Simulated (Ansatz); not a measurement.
HgTe: pressure against volume scale

Periodic Kohn-Sham DFT of a crystal at fixed atoms, scaled to volume_scale times the given cell; pressure positive in compression, energy less spherical unpolarised free atoms, largest_vzz the field gradient of largest size among the nuclei. The results are calculated, by Ansatz 0.2.0.

The cell before it is scaled or strained (space group F-43m, No. 216):
```
CELL_PARAMETERS angstrom
0.00000 3.22350 3.22350
3.22350 0.00000 3.22350
3.22350 3.22350 0.00000
ATOMIC_POSITIONS crystal
Hg 0.00000 0.00000 0.00000
Te 0.75000 0.75000 0.75000
```

Settings of every row: method all-electron PAW; functional PBE; relativity scalar; k mesh 11x11x11; filling fermi-dirac; smearing width 0.03 eV; nucleus gaussian.

Atom start moment: 0 on all atoms.

Limits: no spin-orbit coupling on heavy atoms.

| row | volume scale | V (Å³/atom) | pressure (GPa) |
| --- | --- | --- | --- |
| 1 | 0.94 | 31.486 | 7.936 |
| 2 | 0.96 | 32.155 | 6.497 |
| 3 | 0.98 | 32.825 | 5.213 |
| 4 | 0.99 | 33.16 | 4.625 |
| 5 | 1 | 33.495 | 4.068 |
| 6 | 1.01 | 33.83 | 3.542 |
| 7 | 1.02 | 34.165 | 3.045 |
| 8 | 1.04 | 34.835 | ? |
| 9 | 1.06 | 35.505 | 1.314 |

Question: what pressure should row 8 give?

Worked fit of pressure. Take u = (V_r/V)^(2/3) − 1 with V_r = 33.328 Å³ an atom, which is twice the finite (Eulerian) strain; such expansions in the strain, on which the Birch-Murnaghan equation of state is built, carry the rest volume and the bulk modulus. The shown rows have u = 0.03863, 0.02417, 0.01019, 0.00337, -0.00333, -0.00992, -0.0164, -0.04131. Least squares give pressure = 4.3415 + 83.02 × u + 247.94 × u² + 300 × u³ GPa; a parabola predicts inner rows, each left out in turn, worse (root mean square 0.0047 against 0.00068 GPa). The rows lie off it by 0.000, 0.000, -0.001, 0.001, 0.000, 0.000, 0.000, 0.000. The withheld row has u = -0.02905, so the fit gives 4.3415 + 83.02 × (-0.02905) + 247.94 × (-0.02905)² + 300 × (-0.02905)³ = 2.132 GPa.

The calculation gave 2.131 GPa. The fit lies 0.001 GPa (0.015 % of the column's range) above it, one unit of the last digit.
